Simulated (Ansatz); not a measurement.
# Si: which structure wins at one pressure

Which of fcc, bcc, hcp, omega, sc, simple hexagonal has the lowest enthalpy for Si at one common pressure? Methods of the runs shown: LAPW. Companion runs by PAW are cited.

Computed with Ansatz 0.2.0 (DFT, PBE, all-electron LAPW, scalar-relativistic, unless a step's input says otherwise).

## Step 1: The structure to begin with

The structure is cubic, space group Fm-3m (No. 225). Conventional cell: a = 3.262 Å, b = 3.262 Å, c = 3.262 Å, α = 90.00°, β = 90.00°, γ = 90.00°. Si (site symmetry m-3m) is surrounded by 12 Si at 2.31 Å.

Structure file:

```cif
data_structure
_symmetry_space_group_name_H-M 'Fm-3m'
_symmetry_Int_Tables_number 225
_cell_length_a 3.2619
_cell_length_b 3.2619
_cell_length_c 3.2619
_cell_angle_alpha 90.000
_cell_angle_beta 90.000
_cell_angle_gamma 90.000
_cell_volume 34.71
loop_
_atom_site_label
_atom_site_type_symbol
_atom_site_symmetry_multiplicity
_atom_site_Wyckoff_symbol
_atom_site_fract_x
_atom_site_fract_y
_atom_site_fract_z
_atom_site_occupancy
Si1 Si 4 a 0.00000 0.00000 0.00000 1
```

The file gives the conventional cell by its symmetry; the runs use the cell typed in the input.

## Step 2: Fcc relaxed under pressure, LAPW

input.yaml

```yaml
crystal:
  lattice:
    - [0.0, 1.6309437728, 1.6309437728]
    - [1.6309437728, 0.0, 1.6309437728]
    - [1.6309437728, 1.6309437728, 0.0]
  atoms:
    - { symbol: Si, position: [0.0, 0.0, 0.0] }
kpoints:
  mp_grid: { grid: [19, 19, 19] }
scf:
  occupations: { method: fermi_dirac, width: 0.05 }
hamiltonian:
  xc: pbe
  pseudopotentials: { kind: all_electron, lapw: { basis_error: 0.0005 } }
output:
  forces: true
  stress: true
  eigenvalues: true
relax:
  f_tol: 0.005
  max_steps: 12
  cell: { p_target: 130.0, stress_tol: 0.065 }
```

Launch:

```bash
$ ansatz run input.yaml --threads 1 --pin off --max-ram 3584MiB --backend cpu --events-out ev --progress --plain --runs-dir out
```

The log of the run, cut to the lines that bear on the results:

```text
[...]
LAPW: plane waves up to 8.595 Å⁻¹, error target 5.0e-4 eV per atom; small_component_spin mean_spin; Si in spheres of 1.119 Å, 12 of its electrons in bands, Dirac shells []
[...]
Pseudopotentials: kind: all_electron
Pseudopotential: Si, LAPW, valence charge 12, Koelling and Harmon's equation, gaussian nucleus
Functional definition: PBE
[...]
Crystal: 1 atoms, lattice volume = 8.677 Å³
Basis set: ecut = 281.4312202299521 eV, 89 PW (Γ), exchange–correlation at level 2
Bands: 10, of which v1, the nominal top of the filled ones, is band 6 counted from 1 (5 counted from 0)
Symmetry: 48 space group operations
Space group: Fm-3m (ITA 225), of the structure as read, at distance tolerance 2.1e-5 Å
k-points: 220 of 6859
[...]
SCF iter   1: F=—  HF=-7890.306523 eV  |F-HF|=—  |Δ(HF+E_count)|=         —  Δρ=2.61e-2  dr2=2.34e-2  ethr=1.93e-4  ⟨swp⟩=3.2  Hψ=16760  notcnv=0
[...]
the basis was enlarged: its passes take 92.6 KiB over the memory plan, 1 of 1 planned eigensolver slots
[...]
relax step   1: F+E_penalty+E_count = -7890.26041744 eV  Δ(F+E_penalty+E_count) = +0.000e0 eV  max|allowed force component| = 0.000e0 eV/Å  Δτ_max = 0.0000 Å  P = +129.987 GPa  Ω = 8.677 Å³  (5 SCF iters, accepted)
[...]
relax step   2: F+E_penalty+E_count = -7890.26041744 eV  Δ(F+E_penalty+E_count) = -1.091e-10 eV  max|allowed force component| = 0.000e0 eV/Å  Δτ_max = 0.0000 Å  P = +129.987 GPa  Ω = 8.677 Å³  stress off target by 1.27e-2 GPa  SCF on the basis re-selected at this cell (its energy is not [...]
SCF converged after 2 iterations
Free energy (F): -7890.260417 eV
[...]
E sigma→0 (E₀):  -7890.259372 eV
Entropy (-TS):   -0.002090 eV (-2.090 meV/atom)
Fermi energy:    22.243314 eV
[...]
--- Forces (eV/Å), atoms counted from 1 ---
  atom   1  Si     0.00000000    -0.00000000    -0.00000000
[...]
--- Stress (GPa, compression-positive) ---
      129.987339      -0.000000      -0.000000
       -0.000000     129.987339      -0.000000
       -0.000000      -0.000000     129.987339
  P = ⅓ Tr σ = 129.9873 GPa (1299.873 kbar)
--- Band table (eV; the first three rows and the last of 220) ---
  k-point 0: bands = ["-112.4836", "-68.4685", "-68.4685", "-68.4685", "2.1641", "36.3326", "36.3326", "36.3326", "41.0385", "41.0385"]
[...]
--- Relaxed structure (1 steps of the walk, 1 accepted, 1 SCFs on fresh bases) ---
  F+E_penalty+E_count = -7890.26041744 eV   max|allowed force component| = 0.000e0 eV/Å   (the final SCF, on the basis selected at the relaxed cell)
  cell:  # Å, volume = 8.6765 Å³
    - [0.0, 1.6309437728, 1.6309437728]
    - [1.6309437728, 0.0, 1.6309437728]
    - [1.6309437728, 1.6309437728, 0.0]
  atoms:
    - { symbol: Si, position: [0.0, 0.0, 0.0] }
```

It took 13 s on 1 thread of Intel Xeon Platinum 8488C (Sapphire Rapids), shared host; peak memory 0.32 GiB.

Step by step:

```tsv
step	energy from step 1 (eV/cell)	largest force component (eV/Å)	pressure (GPa)	volume (Å³)
1	0.0000	0.0000	129.99	8.68
2	0.0000	0.0000	129.99	8.68
```

Step 1 is the start. Step 2 repeats the geometry before on a plane-wave basis chosen anew for that cell, so the energy can jump there without any move; the table keeps such jumps.

| input's cell | before | after | change |
| --- | --- | --- | --- |
| a (Å) | 2.307 | 2.307 | +0.0 % |
| b (Å) | 2.307 | 2.307 | +0.0 % |
| c (Å) | 2.307 | 2.307 | +0.0 % |
| volume (Å³/atom) | 8.68 | 8.68 | +0.0 % |

Result: pressure 129.99 GPa; no gap.

## Step 3: Bcc relaxed under pressure, LAPW

input.yaml, as its differences from that of step 2:

```diff
@@ -2,5 +2,5 @@
   lattice:
-    - [0.0, 1.6309437728, 1.6309437728]
-    - [1.6309437728, 0.0, 1.6309437728]
-    - [1.6309437728, 1.6309437728, 0.0]
+    - [-1.3069710715, 1.3069710715, 1.3069710715]
+    - [1.3069710715, -1.3069710715, 1.3069710715]
+    - [1.3069710715, 1.3069710715, -1.3069710715]
   atoms:
@@ -8,3 +8,3 @@
 kpoints:
-  mp_grid: { grid: [19, 19, 19] }
+  mp_grid: { grid: [20, 20, 20] }
 scf:
```

Launch:

```bash
$ ansatz run input.yaml --threads 1 --pin off --max-ram 3584MiB --backend cpu --events-out ev --progress --plain --runs-dir out
```

The log of the run, cut to the lines that bear on the results:

```text
[...]
LAPW: plane waves up to 8.827 Å⁻¹, error target 5.0e-4 eV per atom; small_component_spin mean_spin; Si in spheres of 1.098 Å, 12 of its electrons in bands, Dirac shells []
[...]
[... 3 set-up lines as earlier in the session ...]
[...]
Crystal: 1 atoms, lattice volume = 8.930 Å³
Basis set: ecut = 296.8312853573642 eV, 87 PW (Γ), exchange–correlation at level 2
Bands: 10, of which v1, the nominal top of the filled ones, is band 6 counted from 1 (5 counted from 0)
[... 1 set-up line as earlier in the session ...]
Space group: Im-3m (ITA 229), of the structure as read, at distance tolerance 2.1e-5 Å
k-points: 256 of 8000
[...]
SCF iter   1: F=—  HF=-7890.267526 eV  |F-HF|=—  |Δ(HF+E_count)|=         —  Δρ=2.06e-2  dr2=1.39e-2  ethr=1.15e-4  ⟨swp⟩=3.3  Hψ=19914  notcnv=0
[...]
Fermi energy:    21.407444 eV
[...]
--- Forces (eV/Å), atoms counted from 1 ---
  atom   1  Si    -0.00000000    -0.00000000    -0.00000000
[...]
--- Stress (GPa, compression-positive) ---
      129.971639       0.000000       0.000000
        0.000000     129.971639       0.000000
        0.000000       0.000000     129.971639
  P = ⅓ Tr σ = 129.9716 GPa (1299.716 kbar)
--- Band table (eV; the first three rows and the last of 256) ---
  k-point 0: bands = ["-113.0405", "-69.0267", "-69.0267", "-69.0267", "1.8747", "36.3862", "36.3862", "36.3862", "41.0160", "41.0160"]
[...]
--- Relaxed structure (1 steps of the walk, 1 accepted, 1 SCFs on fresh bases) ---
  F+E_penalty+E_count = -7890.23365667 eV   max|allowed force component| = 0.000e0 eV/Å   (the final SCF, on the basis selected at the relaxed cell)
  cell:  # Å, volume = 8.9301 Å³
    - [-1.3069710715, 1.3069710715, 1.3069710715]
    - [1.3069710715, -1.3069710715, 1.3069710715]
    - [1.3069710715, 1.3069710715, -1.3069710715]
  atoms:
    - { symbol: Si, position: [0.0, 0.0, 0.0] }
```

Wall time 12 s (1 thread of Intel Xeon Platinum 8488C (Sapphire Rapids), shared host); peak memory 0.34 GiB.

The steps of the relaxation:

```tsv
step	energy from step 1 (eV/cell)	largest force component (eV/Å)	pressure (GPa)	volume (Å³)
1	0.0000	0.0000	129.97	8.93
2	0.0000	0.0000	129.97	8.93
```

Step 1 is the start. Step 2 repeats the geometry before on a plane-wave basis chosen anew for that cell, so the energy can jump there without any move; the table keeps such jumps.

| input's cell | before | after | change |
| --- | --- | --- | --- |
| a (Å) | 2.264 | 2.264 | -0.0 % |
| b (Å) | 2.264 | 2.264 | -0.0 % |
| c (Å) | 2.264 | 2.264 | -0.0 % |
| volume (Å³/atom) | 8.93 | 8.93 | -0.0 % |

In short: pressure 129.97 GPa; no gap.

## Step 4: Hcp relaxed under pressure, LAPW

input.yaml

```yaml
crystal:
  lattice:
    - [2.2874446398, 0.0, 0.0]
    - [-1.1437223199, 1.9809851678, 0.0]
    - [0.0, 0.0, 3.8935839534]
  atoms:
    - { symbol: Si, position: [0.3333333333, 0.6666666667, 0.25] }
    - { symbol: Si, position: [0.6666666667, 0.3333333333, 0.75] }
kpoints:
  mp_grid: { grid: [18, 18, 10] }
scf:
  occupations: { method: fermi_dirac, width: 0.05 }
hamiltonian:
  xc: pbe
  pseudopotentials: { kind: all_electron, lapw: { basis_error: 0.0005 } }
output:
  forces: true
  stress: true
  eigenvalues: true
relax:
  f_tol: 0.005
  max_steps: 12
  cell: { p_target: 130.0, stress_tol: 0.065 }
```

Launch:

```bash
$ ansatz run input.yaml --threads 1 --pin off --max-ram 3584MiB --backend cpu --events-out ev --progress --plain --runs-dir out
```

The log of the run, cut to the lines that bear on the results:

```text
[...]
LAPW: plane waves up to 8.697 Å⁻¹, error target 5.0e-4 eV per atom; small_component_spin mean_spin; Si in spheres of 1.109 Å, 12 of its electrons in bands, Dirac shells []
[...]
[... 3 set-up lines as earlier in the session ...]
[...]
Crystal: 2 atoms, lattice volume = 17.643 Å³
Basis set: ecut = 288.20754077411164 eV, 209 PW (Γ), exchange–correlation at level 2
Bands: 16, of which v1, the nominal top of the filled ones, is band 12 counted from 1 (11 counted from 0)
Symmetry: 24 space group operations
Space group: P63/mmc (ITA 194), of the structure as read, at distance tolerance 2.6e-5 Å
k-points: 222 of 3240
[...]
SCF iter   1: F=—  HF=-15780.761227 eV  |F-HF|=—  |Δ(HF+E_count)|=         —  Δρ=2.45e-2  dr2=4.43e-2  ethr=1.83e-4  ⟨swp⟩=3.0  Hψ=26128  notcnv=0
[...]
--- Stress (GPa, compression-positive) ---
      129.968189      -0.000000       0.000000
       -0.000000     129.968189      -0.000000
        0.000000      -0.000000     130.000847
  P = ⅓ Tr σ = 129.9791 GPa (1299.791 kbar)
--- Band table (eV; the first three rows and the last of 222) ---
  k-point 0: bands = ["-112.7780", "-112.7659", "-68.8360", "-68.7725", "-68.7676", "-68.7676", "-68.7591", "-68.7591", "1.9872", "10.8781", "11.6574", "34.2520", "34.6589", "34.6589", "35.1334", "35.1334"]
[...]
--- Relaxed structure (2 steps of the walk, 2 accepted, 1 SCFs on fresh bases) ---
  F+E_penalty+E_count = -15780.68244941 eV   max|allowed force component| = 7.864e-17 eV/Å   (the final SCF, on the basis selected at the relaxed cell)
  cell:  # Å, volume = 17.6421 Å³
    - [2.287345856895834, 0.0, 0.0]
    - [-1.143672928447917, 1.9808996193128774, 0.0]
    - [0.0, 0.0, 3.893637554232485]
  atoms:
    - { symbol: Si, position: [0.3333333333333333, 0.6666666666666666, 0.24999999999999997] }
    - { symbol: Si, position: [0.6666666666666666, 0.3333333333333333, 0.75] }
```

It took 28 s on 1 thread of Intel Xeon Platinum 8488C (Sapphire Rapids), shared host; peak memory 0.47 GiB.

Step by step:

```tsv
step	energy from step 1 (eV/cell)	largest force component (eV/Å)	pressure (GPa)	volume (Å³)
1	0.0000	0.0000	129.94	17.64
2	0.0010	0.0000	129.98	17.64
3	0.0010	0.0000	129.98	17.64
```

Step 1 is the start. Step 3 repeats the geometry before on a plane-wave basis chosen anew for that cell, so the energy can jump there without any move; the table keeps such jumps.

| input's cell | before | after | change |
| --- | --- | --- | --- |
| a (Å) | 2.287 | 2.287 | -0.0 % |
| b (Å) | 2.287 | 2.287 | -0.0 % |
| c (Å) | 3.894 | 3.894 | +0.0 % |
| volume (Å³/atom) | 8.82 | 8.82 | -0.0 % |

Read from it: pressure 129.98 GPa; no gap.

(Part 1 of 2 ends here.)
